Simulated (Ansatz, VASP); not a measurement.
**One calculation of AlP, two programs**

```
Al P
1.0
     0.00000    2.71698    2.71698
     2.71698    0.00000    2.71698
     2.71698    2.71698    0.00000
Al P
1 1
Direct
  0.00000 0.00000 0.00000
  0.75000 0.75000 0.75000
```

Alike in both runs: functional LDA; k mesh 8 × 8 × 8; occupations gaussian, width 0.02 eV; no spin polarisation.

Ansatz relaxed the structure, and its values are those at the end. VASP's run is a single point on that final structure, the one shown.

|  | VASP | Ansatz |
| --- | --- | --- |
| version | VASP 6.6.1 | Ansatz 0.2.0 |
| potentials or method | VASP PAW LDA potentials, release 64 (Al, P) | scalar-relativistic, plane waves, PAW |
| plane-wave cutoff (eV) | 520 | 420 |
| valence electrons in the cell | 8 | 8 |

Ansatz gave:

- gap on the k mesh at the Fermi level (eV): 1.42
- least direct gap on the mesh (eV): 3.23
- pressure (GPa): 0.0

**Question.** Estimate VASP's values.

**Answer.** gap on the k mesh at the Fermi level (eV): 1.41; least direct gap on the mesh (eV): 3.24; pressure (GPa): 0.0.

A k mesh can miss the band edges.
